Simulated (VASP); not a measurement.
# InP (F-43m) in VASP: a series of runs

Runs on InP. Level: PBE. Tasks: band structure, Born charges and dielectric tensor.

Everything below comes from runs of VASP 6.6.1. Logs are shortened: lines on timing, memory, paths and dates and some standing lists are left out, and cuts for length are marked.

### 1 The structure

Symmetry: F-43m, No. 216, cubic system. The conventional cell has a = 6.236 Å, b = 6.236 Å, c = 6.236 Å, α = 90.00°, β = 90.00°, γ = 90.00°. Around In (site symmetry -43m) lie 4 P at 2.70 Å. P (site symmetry -43m) is surrounded by 4 In at 2.70 Å.

### 2 Band structure, PBE

File POSCAR:

```
InP                                     
1.0
    0.0000000000      3.1177956003      3.1177956003
    3.1177956003     -0.0000000000      3.1177956003
    3.1177956003      3.1177956003      0.0000000000
  In              P             
     1     1
Direct
     1.0000000000000000    1.0000000000000000    1.0000000000000000
     0.2500000000000000    0.2500000000000000    0.2500000000000000
```

File INCAR.step1:

```
PREC = Accurate
ENCUT = 520
EDIFF = 1E-7
ISMEAR = 0
SIGMA = 0.02
LREAL = F
LASPH = T
NELM = 60
ALGO = Normal
ISIF = 2
LWAVE = F
LCHARG = T
GGA = PE
NBANDS = 16
```

File KPOINTS.step1:

```
Automatic mesh
0
Gamma
  2 2 2
```

File INCAR.step2:

```
PREC = Accurate
ENCUT = 520
EDIFF = 1E-7
ISMEAR = 0
SIGMA = 0.05
LREAL = F
LASPH = T
NELM = 60
ALGO = Normal
ISIF = 2
LWAVE = F
LCHARG = F
GGA = PE
NBANDS = 16
ICHARG = 11
```

File KPOINTS.step2:

```
path GXWKGLUWLK,UX
20
line-mode
reciprocal
 0.0000000000  0.0000000000  0.0000000000  G
 0.5000000000  0.0000000000  0.5000000000  X

 0.5000000000  0.0000000000  0.5000000000  X
 0.5000000000  0.2500000000  0.7500000000  W

 0.5000000000  0.2500000000  0.7500000000  W
 0.3750000000  0.3750000000  0.7500000000  K

 0.3750000000  0.3750000000  0.7500000000  K
 0.0000000000  0.0000000000  0.0000000000  G

 0.0000000000  0.0000000000  0.0000000000  G
 0.5000000000  0.5000000000  0.5000000000  L

 0.5000000000  0.5000000000  0.5000000000  L
 0.6250000000  0.2500000000  0.6250000000  U

 0.6250000000  0.2500000000  0.6250000000  U
 0.5000000000  0.2500000000  0.7500000000  W

 0.5000000000  0.2500000000  0.7500000000  W
 0.5000000000  0.5000000000  0.5000000000  L

 0.5000000000  0.5000000000  0.5000000000  L
 0.3750000000  0.3750000000  0.7500000000  K

 0.6250000000  0.2500000000  0.6250000000  U
 0.5000000000  0.0000000000  0.5000000000  X
```

Potentials or basis: VASP PAW PBE potentials, release 64 (In_d, P).

Run with:

```sh
cat potpaw_PBE.64/In_d/POTCAR potpaw_PBE.64/P/POTCAR > POTCAR
cp INCAR.step1 INCAR
cp KPOINTS.step1 KPOINTS
mpirun -np 1 vasp_std > vasp.out
cp INCAR.step2 INCAR
cp KPOINTS.step2 KPOINTS
mpirun -np 1 vasp_std > vasp.out
```

OUTCAR:

```text
PREC = Accurate
   ENCUT = 520
   EDIFF = 1E-7
   ISMEAR = 0
   LREAL = F
   LASPH = T
   NELM = 60
   ISIF = 2
   GGA = PE
   ICHARG = 11

 ion  position               nearest neighbor table
   1  0.000  0.000  0.000-   2 2.70   2 2.70   2 2.70   2 2.70
   2  0.250  0.250  0.250-   1 2.70   1 2.70   1 2.70   1 2.70

  LATTYP: Found a face centered cubic cell.
 ALAT       =     6.2355912006

  Lattice vectors:

 A1 = (   0.0000000000,   3.1177956003,   3.1177956003)
 A2 = (   3.1177956003,   0.0000000000,   3.1177956003)
 A3 = (   3.1177956003,   3.1177956003,   0.0000000000)

Analysis of symmetry for initial positions (statically):
=====================================================================
 Subroutine PRICEL returns:
 Original cell was already a primitive cell.

 Routine SETGRP: Setting up the symmetry group for a
 face centered cubic supercell.

 Subroutine GETGRP returns: Found 24 space group operations
 (whereof 24 operations were pure point group operations)
 out of a pool of 48 trial point group operations.

The static configuration has the point symmetry T_d .

Analysis of symmetry for dynamics (positions and initial velocities):
=====================================================================
 Subroutine PRICEL returns:
 Original cell was already a primitive cell.

 Routine SETGRP: Setting up the symmetry group for a
 face centered cubic supercell.

 Subroutine GETGRP returns: Found 24 space group operations
 (whereof 24 operations were pure point group operations)
 out of a pool of 48 trial point group operations.

The dynamic configuration has the point symmetry T_d .

 Subroutine INISYM returns: Found 24 space group operations
 (whereof 24 operations are pure point group operations),
 and found     1 'primitive' translations

----------------------------------------------------------------------------------------

                                     Primitive cell

  volume of cell :      60.6140

  direct lattice vectors                    reciprocal lattice vectors
     0.000000000  3.117795600  3.117795600    -0.160369718  0.160369718  0.160369718
     3.117795600  0.000000000  3.117795600     0.160369718 -0.160369718  0.160369718
     3.117795600  3.117795600  0.000000000     0.160369718  0.160369718 -0.160369718

  length of vectors
     4.409228823  4.409228823  4.409228823     0.277768499  0.277768499  0.277768499

  position of ions in fractional coordinates (direct lattice)
     0.000000000  0.000000000  0.000000000
     0.250000000  0.250000000  0.250000000

  ion indices of the primitive-cell ions
   primitive index   ion index
                 1           1
                 2           2

----------------------------------------------------------------------------------------

 KPOINTS: path GXWKGLUWLK,UX

Interpolating k-points between supplied coordinates.

 Line segments in fractional coordinates (reciprocal lattice):
    0.000000  0.000000  0.000000  ...  0.500000  0.000000  0.500000
    0.500000  0.000000  0.500000  ...  0.500000  0.250000  0.750000
    0.500000  0.250000  0.750000  ...  0.375000  0.375000  0.750000
    0.375000  0.375000  0.750000  ...  0.000000  0.000000  0.000000
    0.000000  0.000000  0.000000  ...  0.500000  0.500000  0.500000
    0.500000  0.500000  0.500000  ...  0.625000  0.250000  0.625000
    0.625000  0.250000  0.625000  ...  0.500000  0.250000  0.750000
    0.500000  0.250000  0.750000  ...  0.500000  0.500000  0.500000
    0.500000  0.500000  0.500000  ...  0.375000  0.375000  0.750000
    0.625000  0.250000  0.625000  ...  0.500000  0.000000  0.500000

 Generated    20 points on each line segment, for a total of    200 k-points:

 Following reciprocal coordinates:
            Coordinates               Weight
  0.000000  0.000000  0.000000      0.005000
  0.026316  0.000000  0.026316      0.005000
  0.052632  0.000000  0.052632      0.005000
  0.078947  0.000000  0.078947      0.005000
  0.105263  0.000000  0.105263      0.005000
  0.131579  0.000000  0.131579      0.005000
[... 16 lines left out ...]
  0.500000  0.026316  0.526316      0.005000
  0.500000  0.039474  0.539474      0.005000
 [... further k-points ...]
   k-points           NKPTS =    200   k-points in BZ     NKDIM =    200   number of bands    NBANDS=     16
   number of dos      NEDOS =    301   number of ions     NIONS =      2
   total plane-waves  NPLWV =  46656
   dimension x,y,z NGX =    36 NGY =   36 NGZ =   36
   dimension x,y,z NGXF=    72 NGYF=   72 NGZF=   72
   ions per type =               1   1
   NGX,Y,Z   is equivalent  to a cutoff of  13.57, 13.57, 13.57 a.u.
   NGXF,Y,Z  is equivalent  to a cutoff of  27.15, 27.15, 27.15 a.u.
 SYSTEM =  unknown system
   PREC   = accura    normal or accurate (medium, high low for compatibility)
   ISTART =      0    job   : 0-new  1-cont  2-samecut
   ICHARG =     11    charge: 1-file 2-atom 10-const
   ISPIN  =      1    spin polarized calculation?
   LNONCOLLINEAR =      F non collinear calculations
   LSORBIT =      F    spin-orbit coupling
   LASPH  =      T    aspherical Exc in radial PAW
   ENCUT  =  520.0 eV  38.22 Ry    6.18 a.u.   8.20  8.20  8.20*2*pi/ulx,y,z
   NELM   =     60;   NELMIN=  2; NELMDL=  0     # of ELM steps
   EDIFF  = 0.1E-06   stopping-criterion for ELM
   LREAL  =      F    real-space projection
   EDIFFG = 0.1E-05   stopping-criterion for IOM
   NSW    =      0    number of steps for IOM
   IBRION =     -1    ionic relax: 0-MD 1-quasi-New 2-CG
   NFREE  =      0    steps in history (QN), initial steepest desc. (CG)
   ISIF   =      2    stress and relaxation
   ISYM   =      2    0-nonsym 1-usesym 2-fastsym
   POTIM  = 0.5000    time-step for ionic-motion
   TEBEG  =    0.0;   TEEND  =   0.0 temperature during run
   PSTRESS=    0.0 pullay stress
   NELECT =      18.0000    total number of electrons
   NUPDOWN=      -1.0000    fix difference up-down
   EMIN   =  10.00;   EMAX   =-10.00  energy-range for DOS
   EFERMI =   0.00;   METHOD = LEGACY
   ISMEAR =     0;   SIGMA  =   0.05  broadening in eV -4-tet -1-fermi 0-gaus
   EFERMI_NEDOS =   21; number of points for ismear=-14 and -15
   IALGO  =     38    algorithm
   IMIX   =      4    mixing-type and parameters
     AMIX     =   0.40;   BMIX     =  1.00
     AMIX_MAG =   1.60;   BMIX_MAG =  1.00
  volume/ion in A,a.u.               =      30.31       204.52
  Fermi-wavevector in a.u.,A,eV,Ry     =   1.092215  2.063987 16.230839  1.192933
  Thomas-Fermi vector in A             =   2.228476
   LORBIT       =      0    0 simple, 1 ext, 2 COOP (PROOUT), +10 PAW based schemes
   GGA     = PE    functional components
   LHFCALC =     F    Hartree Fock is set to
   AEXX    =    0.0000 exact exchange contribution
   IVDW    =     0    specifies the selected vdW correction
   LEPSILON=     F    determine dielectric tensor
   LRPA    =     F    only Hartree local field effects (RPA)
 non-spin polarized calculation
 Gauss-broadening in eV      SIGMA  =   0.05
  energy-cutoff  :      520.00
  volume of cell :       60.61
 maximum number of plane-waves:      1660
 NGX is ok and might be reduce to    36

 number of electron      17.9999998 magnetization

 Free energy of the ion-electron system (eV)
  ---------------------------------------------------
  ext. energy  EPLUGINS =         0.00000000
  ---------------------------------------------------
  free energy    TOTEN  =        -8.44967635 eV

  energy without entropy =       -8.44811644  energy(sigma->0) =       -8.44889640

 E-fermi :   3.6753     XC(G=0):  -8.3433

 val. band max:        3.6478245692   @ k =   0.0000   0.0000   0.0000
 cond. band min:       3.7946431630   @ k =   0.0263   0.0263   0.0263
 fundamental gap:      0.1468185938
 Fermi energy:         3.6752643893

 k-point     1 :       0.0000    0.0000    0.0000
  band No.  band energies     occupation
      1     -10.5237      2.00000
      2     -10.5237      2.00000
      3     -10.5237      2.00000
      4     -10.4504      2.00000
      5     -10.4504      2.00000
      6      -6.7753      2.00000
[... 8 lines left out ...]
     15      12.6323      0.00000
     16      12.6323      0.00000

 k-point     2 :       0.0263    0.0000    0.0263
  band No.  band energies     occupation
      1     -10.5244      2.00000
      2     -10.5234      2.00000
      3     -10.5234      2.00000
      4     -10.4505      2.00000
      5     -10.4503      2.00000
      6      -6.7673      2.00000
[... 8 lines left out ...]
     15      12.5142      0.00000
     16      12.6390      0.00000

 k-point     3 :       0.0526    0.0000    0.0526
  band No.  band energies     occupation
      1     -10.5263      2.00000
      2     -10.5224      2.00000
      3     -10.5224      2.00000
      4     -10.4509      2.00000
      5     -10.4499      2.00000
      6      -6.7434      2.00000
[... 8 lines left out ...]
     15      12.2280      0.00000
     16      12.6592      0.00000

 k-point     4 :       0.0789    0.0000    0.0789
  band No.  band energies     occupation
      1     -10.5294      2.00000
      2     -10.5207      2.00000
      3     -10.5207      2.00000
      4     -10.4515      2.00000
      5     -10.4493      2.00000
      6      -6.7038      2.00000
[... 8 lines left out ...]
     15      11.8919      0.00000
     16      12.6927      0.00000
[... 324 lines left out ...]
 k-point    22 :       0.5000    0.0132    0.5132
  band No.  band energies     occupation
      1     -10.6089      2.00000
      2     -10.4727      2.00000
      3     -10.4716      2.00000
      4     -10.4713      2.00000
      5     -10.4327      2.00000
      6      -5.0678      2.00000
[... 8 lines left out ...]
     15      14.1134      0.00000
     16      14.7712      0.00000

 k-point    23 :       0.5000    0.0263    0.5263
  band No.  band energies     occupation
      1     -10.6086      2.00000
      2     -10.4730      2.00000
      3     -10.4720      2.00000
      4     -10.4709      2.00000
      5     -10.4328      2.00000
      6      -5.0671      2.00000
[... 8 lines left out ...]
     15      14.1108      0.00000
     16      14.7379      0.00000

 k-point    24 :       0.5000    0.0395    0.5395
  band No.  band energies     occupation
      1     -10.6080      2.00000
      2     -10.4733      2.00000
      3     -10.4727      2.00000
      4     -10.4703      2.00000
      5     -10.4330      2.00000
      6      -5.0660      2.00000
[... 8 lines left out ...]
     15      14.1068      0.00000
     16      14.6613      0.00000

 [... further k-points ...]

------------------------ aborting loop because EDIFF is reached ----------------------------------------

  FORCE on cell =-STRESS in cart. coord.  units (eV):
  Direction    XX          YY          ZZ          XY          YZ          ZX
  --------------------------------------------------------------------------------------
  -------------------------------------------------------------------------------------
  Total       -2.6735611     -2.6735611     -2.6735611     -0.0000000      0.0000000     -0.0000000
  in kB      -70.6688110    -70.6688110    -70.6688110     -0.0000000      0.0000000     -0.0000000
  external PRESSURE =     -70.6688110 kB  Pullay stress =       0.0000000 kB

 VOLUME and BASIS-vectors are now :
 -----------------------------------------------------------------------------
  energy-cutoff  :      520.00
  volume of cell :       60.61
      direct lattice vectors                 reciprocal lattice vectors
     0.000000000  3.117795600  3.117795600    -0.160369718  0.160369718  0.160369718
     3.117795600  0.000000000  3.117795600     0.160369718 -0.160369718  0.160369718
     3.117795600  3.117795600  0.000000000     0.160369718  0.160369718 -0.160369718

 POSITION                                       TOTAL-FORCE (eV/Angst)
 -----------------------------------------------------------------------------------
      0.00000      0.00000      0.00000         0.000000      0.000000      0.000000
      1.55890      1.55890      1.55890        -0.000000     -0.000000     -0.000000
 -----------------------------------------------------------------------------------
    total drift:                               -0.000000     -0.000000     -0.000000

  FREE ENERGIE OF THE ION-ELECTRON SYSTEM (eV)
  ---------------------------------------------------
  free  energy   TOTEN  =        -8.4496763492 eV

  energy  without entropy=       -8.4481164423  energy(sigma->0) =       -8.44889640
```

Run time: 89 s. Hardware: 1 thread of Intel Xeon Platinum 8488C (Sapphire Rapids), shared host; peak memory 0.32 GiB.

Results:

* Band gap along the path: none (metal or under the smearing width)

Levels at the corners of the path, in eV from the Fermi level:
| point | band 6 | band 7 | band 8 | band 9 | band 10 | band 11 | band 12 | band 13 |
| --- | --- | --- | --- | --- | --- | --- | --- | --- |
| Γ | -10.43 | -0.39 | -0.01 | -0.01 | -0.01 | 3.84 | 3.84 | 3.84 |
| X | -8.72 | -5.20 | -1.84 | -1.84 | 1.84 | 2.07 | 8.18 | 8.24 |
| X | -8.72 | -5.20 | -1.84 | -1.84 | 1.84 | 2.07 | 8.18 | 8.24 |
| W | -8.69 | -5.10 | -2.33 | -2.28 | 3.53 | 4.12 | 4.88 | 6.08 |
| W | -8.69 | -5.10 | -2.33 | -2.28 | 3.53 | 4.12 | 4.88 | 6.08 |
| K | -8.74 | -5.09 | -2.60 | -1.54 | 2.20 | 3.88 | 6.78 | 6.92 |
| K | -8.74 | -5.09 | -2.60 | -1.54 | 2.20 | 3.88 | 6.78 | 6.92 |
| Γ | -10.43 | -0.39 | -0.01 | -0.01 | -0.01 | 3.84 | 3.84 | 3.84 |
| Γ | -10.43 | -0.39 | -0.01 | -0.01 | -0.01 | 3.84 | 3.84 | 3.84 |
| L | -9.20 | -5.02 | -0.77 | -0.77 | 0.93 | 4.55 | 4.55 | 6.50 |
| L | -9.20 | -5.02 | -0.77 | -0.77 | 0.93 | 4.55 | 4.55 | 6.50 |
| U | -8.74 | -5.09 | -2.60 | -1.54 | 2.20 | 3.88 | 6.78 | 6.92 |
| U | -8.74 | -5.09 | -2.60 | -1.54 | 2.20 | 3.88 | 6.78 | 6.92 |
| W | -8.69 | -5.10 | -2.33 | -2.28 | 3.53 | 4.12 | 4.88 | 6.08 |
| W | -8.69 | -5.10 | -2.33 | -2.28 | 3.53 | 4.12 | 4.88 | 6.08 |
| L | -9.20 | -5.02 | -0.77 | -0.77 | 0.93 | 4.55 | 4.55 | 6.50 |
| L | -9.20 | -5.02 | -0.77 | -0.77 | 0.93 | 4.55 | 4.55 | 6.50 |
| K | -8.74 | -5.09 | -2.60 | -1.54 | 2.20 | 3.88 | 6.78 | 6.92 |
| U | -8.74 | -5.09 | -2.60 | -1.54 | 2.20 | 3.88 | 6.78 | 6.92 |
| X | -8.72 | -5.20 | -1.84 | -1.84 | 1.84 | 2.07 | 8.18 | 8.24 |

Caveat: the k mesh is coarse (spacing up to 0.87 Å⁻¹), so the values aren't converged; the log is that of the step along the path at fixed density, whose energy, stress, charges and moments have no meaning; spin-orbit coupling is left out, which moves the levels of the heavy elements.

(Part 1 of 2 ends here.)
